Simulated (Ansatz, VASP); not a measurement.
## One calculation of Hf3H, two programs

The input INCAR:

```
SYSTEM = Hf3H
PREC = Accurate
ENCUT = 600
EDIFF = 1E-6
ISMEAR = 0
SIGMA = 0.2
LREAL = .False.
LASPH = .True.
NELM = 100
ALGO = Normal
ISIF = 3
LWAVE = .False.
LCHARG = .False.
GGA = PE
IBRION = 2
NSW = 36
EDIFFG = -0.08
```

KPOINTS

```
Automatic mesh
0
Gamma
  4 4 3
  0 0 0
```

File POSCAR:

```
Hf3H
1.0
    5.4400000000      0.0000000000      0.0000000000
   -2.7200000000      4.7111782000      0.0000000000
    0.0000000000      0.0000000000      4.9600000000
Hf H
6 2
Direct
    0.0000000000      0.6666650000      0.5000000000
    0.6666650000      0.6666650000      0.0000000000
    0.6666650000      0.0000000000      0.5000000000
    0.3333350000      0.3333350000      0.5000000000
    0.0000000000      0.3333350000      0.0000000000
    0.3333350000      0.0000000000      0.0000000000
    0.6666666700      0.3333333300      0.7500000000
    0.3333333300      0.6666666700      0.2500000000
```

Input for Ansatz:

```yaml
crystal:
  lattice:
    - [5.44, 0.0, 0.0]
    - [-2.72, 4.7111782, 0.0]
    - [0.0, 0.0, 4.96]
  atoms:
    - { symbol: Hf, position: [0.0, 0.666665, 0.5] }
    - { symbol: Hf, position: [0.666665, 0.666665, 0.0] }
    - { symbol: Hf, position: [0.666665, 0.0, 0.5] }
    - { symbol: Hf, position: [0.333335, 0.333335, 0.5] }
    - { symbol: Hf, position: [0.0, 0.333335, 0.0] }
    - { symbol: Hf, position: [0.333335, 0.0, 0.0] }
    - { symbol: H, position: [0.66666667, 0.33333333, 0.75] }
    - { symbol: H, position: [0.33333333, 0.66666667, 0.25] }
basis:
  ecutwfc: 420
kpoints:
  mp_grid: { grid: [4, 4, 3] }
hamiltonian:
  xc: pbe
scf:
  occupations: { method: gaussian, width: 0.2 }
  lower_state_search: "off"
output:
  forces: true
  stress: true
  eigenvalues: true
relax:
  adjacent_minimum: "off"
  f_tol: 0.08
  max_steps: 16
  cell: { stress_tol: 0.8 }
```

Alike in both runs: task relaxation of cell and atoms; functional PBE; k mesh 4 × 4 × 3; occupations gaussian, width 0.2 eV; no spin polarisation.

|  | VASP | Ansatz |
| --- | --- | --- |
| version | VASP 6.6.1 | Ansatz 0.2.0 |
| potentials or method | VASP PAW PBE potentials, release 64 (Hf_pv, H) | scalar-relativistic, plane waves, PAW |
| plane-wave cutoff (eV) | 600 | 420 |
| valence electrons in the cell | 62 | 158 |

```tsv
	VASP	Ansatz	Ansatz less VASP
gap on the k mesh at the Fermi level, each at its own relaxed structure (eV)	none	none	-
relaxed volume (Å³/atom)	17.24	17.27	+0.034
relaxed cell length with the largest relative difference (Å)	5.107	5.118	+0.0112
energy change over the relaxation (meV/atom)	-47	-52	-4.5
```

A gap of «none» marks a metal or a gap that the smearing closes. The two sets of potentials don't hold the same shells in valence.

Caveats: the k mesh is coarse (spacing up to 0.42 Å⁻¹), so the values aren't converged. The runs have no spin-orbit coupling, so splittings on Hf are missing.
